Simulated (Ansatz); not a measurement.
The system is ZnSe (Stilleite).

```xyz
2
Lattice="0.0000 2.8338 2.8338 2.8338 0.0000 2.8338 2.8338 2.8338 0.0000" Properties=species:S:1:pos:R:3 pbc="T T T"
Se    4.2507    4.2507    4.2507
Zn    0.0000    0.0000    0.0000
```

Base run:

* Program: Ansatz 0.2.0
* Functional: PBEsol
* Potentials or basis: all-electron LAPW, scalar-relativistic
* Cutoff: 311 eV
* Density cutoff: 1244 eV
* Basis error allowed: 0.001 eV/atom
* k mesh: 8 × 8 × 8
* Occupations: fermi-dirac, width 0.05 eV
* Spin: no spin polarisation

Its results: band gap on the k mesh 1.17 eV, direct; pressure -1.1 GPa.

The run is repeated on the same cell with these changes: functional from PBEsol to BLYP. What comes out?

Band gap on the k mesh 1.23 eV, direct; pressure 5.5 GPa.

BLYP binds less tightly than PBEsol, so the same cell stands under more pressure.

Not every run made on this cell is shown here.
